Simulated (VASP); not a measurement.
# SnTe (F-43m) in VASP: a series of runs, part 2 of 2

VASP 6.6.1.

### 4 Born charges and dielectric tensor, PBEsol

INCAR

```
SYSTEM = SnTe
ALGO     = Normal         ! electronic algorithm
EDIFF    = 1E-8           ! SCF threshold, eV
ENCUT    = 520            ! plane-wave cutoff, eV
GGA      = PS             ! functional
IBRION   = 8              ! ionic algorithm
ISIF     = 2              ! what is computed and relaxed
ISMEAR   = 0              ! smearing method
LASPH    = .TRUE.         ! aspherical terms in the spheres
LCHARG   = .FALSE.        ! write CHGCAR
LEPSILON = .TRUE.         ! dielectric tensor by DFPT
LREAL    = .FALSE.        ! projectors in reciprocal space
LWAVE    = .FALSE.        ! write WAVECAR
NELM     = 100            ! most SCF steps
PREC     = Accurate       ! precision mode
SIGMA    = 0.02           ! smearing width, eV
```

KPOINTS

```
k-points
0
G
  8 8 8
  0 0 0
```

POSCAR

```
SnTe
1.0
    0.0000000000      3.6111460000      3.6111460000
    3.6111460000      0.0000000000      3.6111460000
    3.6111460000      3.6111460000      0.0000000000
Te Sn
1 1
Direct
    0.2500000000      0.2500000000      0.2500000000
    0.0000000000      0.0000000000      0.0000000000
```

Potentials or basis: VASP PAW PBE potentials, release 64 (Te, Sn_d).

Launch:

```console
$ cat potpaw_PBE.64/Te/POTCAR potpaw_PBE.64/Sn_d/POTCAR > POTCAR
$ mpirun -np 1 vasp_std > vasp.out
```

OUTCAR:

```text
SYSTEM = SnTe
   EDIFF = 1E-8
   ENCUT = 520
   GGA = PS
   IBRION = 8
   ISIF = 2
   ISMEAR = 0
   LASPH = .TRUE.
   LEPSILON = .TRUE.
   LREAL = .FALSE.
   NELM = 100
   PREC = Accurate

 ion  position               nearest neighbor table
   1  0.250  0.250  0.250-   2 3.13   2 3.13   2 3.13   2 3.13
   2  0.000  0.000  0.000-   1 3.13   1 3.13   1 3.13   1 3.13

  LATTYP: Found a face centered cubic cell.
 ALAT       =     7.2222920000

  Lattice vectors:

 A1 = (   0.0000000000,   3.6111460000,   3.6111460000)
 A2 = (   3.6111460000,   0.0000000000,   3.6111460000)
 A3 = (   3.6111460000,   3.6111460000,   0.0000000000)

Analysis of symmetry for initial positions (statically):
=====================================================================
 Subroutine PRICEL returns:
 Original cell was already a primitive cell.

 Routine SETGRP: Setting up the symmetry group for a
 face centered cubic supercell.

 Subroutine GETGRP returns: Found 24 space group operations
 (whereof 24 operations were pure point group operations)
 out of a pool of 48 trial point group operations.

The static configuration has the point symmetry T_d .

Analysis of symmetry for dynamics (positions and initial velocities):
=====================================================================
 Subroutine PRICEL returns:
 Original cell was already a primitive cell.

 Routine SETGRP: Setting up the symmetry group for a
 face centered cubic supercell.

[... 667 lines left out ...]
  z    -0.00000     0.00000     0.00000    -5.56613     0.00000     0.00000

 PIEZOELECTRIC TENSOR (including local field effects)  for field in x, y, z        (C/m^2)
          XX          YY          ZZ          XY          YZ          ZX
  --------------------------------------------------------------------------------
  x     0.00000    -0.00000     0.00000     0.00000    -0.94689    -0.00000
  y    -0.00000    -0.00000     0.00000     0.00000     0.00000    -0.94689
  z    -0.00000     0.00000     0.00000    -0.94689     0.00000     0.00000

 BORN EFFECTIVE CHARGES (including local field effects) (in |e|, cummulative output)
 ---------------------------------------------------------------------------------
 ion    1
    1    -2.14778     0.00000     0.00000
    2     0.00000    -2.14778     0.00000
    3     0.00000     0.00000    -2.14778
 ion    2
    1     2.14778     0.00000     0.00000
    2     0.00000     2.14778     0.00000
    3     0.00000     0.00000     2.14778

 INTERNAL STRAIN TENSOR FOR ION    2 for displacements in x,y,z  (eV/Angst):
          X           Y           Z          XY          YZ          ZX
  --------------------------------------------------------------------------------
  x     0.00000    -0.00000    -0.00000     0.00000     3.51530     0.00000
  y     0.00000     0.00000     0.00000     0.00000     0.00000     3.51530
  z    -0.00000    -0.00000     0.00000     3.51530     0.00000     0.00000

 SECOND DERIVATIVES (NOT SYMMETRIZED)
 ------------------------------------
               1X          1Y          1Z          2X          2Y          2Z
  1X    -2.252730    0.000000    0.000000    2.252730    0.000000    0.000000
  1Y     0.000000   -2.252730    0.000000    0.000000    2.252730    0.000000
  1Z     0.000000    0.000000   -2.252730    0.000000    0.000000    2.252730
  2X     2.251382    0.000000    0.000000   -2.251382    0.000000    0.000000
  2Y     0.000000    2.251382    0.000000    0.000000   -2.251382    0.000000
  2Z     0.000000    0.000000    2.251382    0.000000    0.000000   -2.251382

 Eigenvectors and eigenvalues of the dynamical matrix
 ----------------------------------------------------

   1 f  =    2.991645 THz    18.797059 2PiTHz   99.790532 cm-1    12.372443 meV
             X         Y         Z           dx          dy          dz
      1.805573  1.805573  1.805573     0.000000    0.694336    0.000000
      0.000000  0.000000  0.000000     0.000000   -0.719651    0.000000
[... 21 lines left out ...]
   6 f/i=    0.000447 THz     0.002811 2PiTHz    0.014925 cm-1     0.001850 meV
             X         Y         Z           dx          dy          dz
      1.805573  1.805573  1.805573     0.000000    0.000000    0.719651
      0.000000  0.000000  0.000000     0.000000    0.000000    0.694336

--------------------------------------------------------------------------------------------------------

 MACROSCOPIC STATIC DIELECTRIC TENSOR IONIC CONTRIBUTION
 ------------------------------------------------------
           3.935501     0.000000     0.000000
           0.000000     3.935501     0.000000
           0.000000     0.000000     3.935501
 ------------------------------------------------------

 ELASTIC MODULI CONTR FROM IONIC RELAXATION (kBar)
 Direction    XX          YY          ZZ          XY          YZ          ZX
 --------------------------------------------------------------------------------
 XX          -0.0000      0.0000      0.0000      0.0000     -0.0000     -0.0000
 YY           0.0000     -0.0000     -0.0000      0.0000      0.0000     -0.0000
 ZZ           0.0000     -0.0000     -0.0000     -0.0000      0.0000     -0.0000
 XY           0.0000      0.0000     -0.0000    -89.5421      0.0000      0.0000
 YZ          -0.0000      0.0000      0.0000      0.0000    -89.5421      0.0000
 ZX          -0.0000     -0.0000     -0.0000      0.0000      0.0000    -89.5421
 --------------------------------------------------------------------------------

 PIEZOELECTRIC TENSOR IONIC CONTR  for field in x, y, z        (C/m^2)
          XX          YY          ZZ          XY          YZ          ZX
  --------------------------------------------------------------------------------
  x     0.00000    -0.00000    -0.00000     0.00000     0.55858     0.00000
  y     0.00000     0.00000     0.00000     0.00000     0.00000     0.55858
  z    -0.00000    -0.00000     0.00000     0.55858     0.00000     0.00000
```

OSZICAR:

```text
N       E                     dE             d eps       ncg     rms          rms(c)
DAV:   1     0.116531522442E+03    0.11653E+03   -0.93822E+03   818   0.144E+03
DAV:   2     0.369974302147E+01   -0.11283E+03   -0.11141E+03   854   0.312E+02
DAV:   3    -0.742313216399E+01   -0.11123E+02   -0.10867E+02  1052   0.984E+01
DAV:   4    -0.774201387263E+01   -0.31888E+00   -0.31880E+00   900   0.179E+01
DAV:   5    -0.775365514593E+01   -0.11641E-01   -0.11641E-01  1268   0.330E+00    0.446E+00
[... 11 lines left out ...]
RMM:  12    -0.222612307861E+00   -0.48500E-07    0.45185E-07  5453   0.480E-05    0.142E-06
RMM:  13    -0.222612308735E+00   -0.87374E-09    0.32796E-07  5538   0.229E-05    0.977E-07
RMM:  14    -0.222612323469E+00   -0.14734E-07    0.21861E-07  4617   0.115E-05    0.467E-07
RMM:  15    -0.222612341630E+00   -0.18161E-07    0.12263E-07  3923   0.664E-06    0.227E-07
RMM:  16    -0.222612344646E+00   -0.30159E-08    0.86686E-08  2226   0.377E-06    0.949E-08
 Linear response finished
```

It took 9.9 min on 1 thread of Intel Xeon 6975P-C (Granite Rapids), shared host; peak memory 0.53 GiB.

Results:

```yaml
Band_gap_on_the_k_mesh: 0.03 eV, indirect (least direct gap 0.76 eV)
Electronic_dielectric_tensor_diagonal: 13.44
Born_charges_mean_of_the_diagonal: Te -2.15; Sn +2.15 e
Highest_phonon_frequency_at_Γ_LO-TO_splitting_left_out: 100 cm⁻¹
```

Phonon frequencies in cm⁻¹ (negative: imaginary):
| q point | frequencies |
| --- | --- |
| (0.000, 0.000, 0.000) | 0 0 0 100 100 100 |

Electronic dielectric tensor:
```
13.44  0.00  0.00
 0.00 13.44  0.00
 0.00  0.00 13.44
```

Born effective charge tensors (e):
atom 1, Te
```
-2.15  0.00  0.00
 0.00 -2.15  0.00
 0.00  0.00 -2.15
```
atom 2, Sn
```
2.15 0.00 0.00
0.00 2.15 0.00
0.00 0.00 2.15
```

Caveat: the gap is small at this level, which inflates the dielectric constant; the PAW data sets were made with another functional, which shifts forces and pressure a little; spin-orbit coupling is left out, which moves the levels of the heavy elements.

### 5 The reference run

An earlier run on the cell as given: functional PBEsol; potentials or basis VASP PAW PBE potentials, release 64 (Te, Sn_d); cutoff 520 eV; k mesh 7 × 7 × 7; occupations fermi-dirac, width 0.05 eV; no spin polarisation.

* Pressure: -1.4 GPa
* Band gap on the k mesh: 0.28 eV, indirect (least direct gap 0.79 eV)

### 6 Summary

| task | level | potentials or basis | k mesh | cutoff (eV) | smearing | cutoff of the response function | frequency points | empty bands | GW scheme | GW iterations | mesh quality | gap on the mesh (eV) |
| --- | --- | --- | --- | --- | --- | --- | --- | --- | --- | --- | --- | --- |
| evGW0 quasiparticle levels | PBE | VASP PAW PBE potentials, release 64 (Te_GW, Sn_d_GW) | 3 × 3 × 3 | 500 | gaussian 0.01 eV | 200 | 48 | 604 | evGW0 | 4 | coarse | - |
| evGW0 quasiparticle levels | PBEsol | VASP PAW PBE potentials, release 64 (Te_GW, Sn_d_GW) | 4 × 4 × 4 | 500 | gaussian 0.01 eV | 120 | 50 | 281 | evGW0 | 4 | not flagged | - |
| Born charges and dielectric tensor | PBEsol | VASP PAW PBE potentials, release 64 (Te, Sn_d) | 8 × 8 × 8 | 520 | gaussian 0.02 eV | - | - | - | - | - | not flagged | 0.03 |
| single point | PBEsol | VASP PAW PBE potentials, release 64 (Te, Sn_d) | 7 × 7 × 7 | 520 | fermi-dirac 0.05 eV | - | - | - | - | - | not flagged | 0.28 |

Alike in all rows: no spin polarisation; cell as given.

Caveats: some runs use coarse meshes; spin-orbit coupling is left out, which moves the levels of the heavy elements; the PAW data sets were made with another functional, which shifts forces and pressure a little (some runs); bands, screening cutoff and mesh are small and nothing is extrapolated, so the quasiparticle values aren't converged (some runs); an odd mesh through Γ misses points on the zone boundary, where band edges often lie (some runs); the gap is small at this level, which inflates the dielectric constant (some runs).

Absolute energies hang on the potentials; compare differences alone.
